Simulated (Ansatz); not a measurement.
In doubt: masses and optical values from hybrid runs of this build are listed as unsure, which bears on the screening that GW takes from such a start.

Rows from a G0W0 calculation on ZrSe2/ZrSe2/ZrSe2 (1T multilayer) (Ansatz 0.2.0; G0W0 on HSE06, plane waves, PAW; PAW set soft_1; 3×3×1 mesh, 449 empty bands, screening to 46 eV, PAW set soft_1 files), in eV. Spin-orbit coupling is left out.

```
row      Σx     Σc     Vxc     Z
  A  -17.58   2.15  -15.81  0.74
  B  -17.98   2.08  -16.37  0.75
  C   -9.84  -4.82  -15.01  0.74
  D   -9.54  -4.18  -13.99  0.74
  E  -17.18   1.97  -15.74  0.75
  F   -9.57  -4.16  -13.90  0.75
```

Question: Which rows are filled states and which are empty ones, and how can one tell?

Filled: A, B and E. Empty: C, D and F. The sign of Σc tells: for a filled state bare exchange, which holds its interaction with itself, lies below Vxc (Σx − Vxc is -1.4 eV or lower here) and screening gives part back as a positive Σc. For an empty state Σx lies above Vxc (+4.3 eV or more) and the Coulomb hole leaves Σc negative.

[Paths, hosts, dates, memory and timing lines, banners, echoed tables and standing remarks are left out of the program output.]

[Logs are printed without paths, hosts, clocks, repeated set-up lines and the standing remarks that a program may print on its own settings, such as how far it seeks lower states.]

[Runs of the session that timed out or met a known fault of the program may be left out.]

[Cells called generated may have been cut or substituted from an entry of the Crystallography Open Database or the Materials Project.]

[Hosts, paths, dates, database ids (printed as entryN), source tags and the programs' standing remarks are cut or masked in the printed files.]
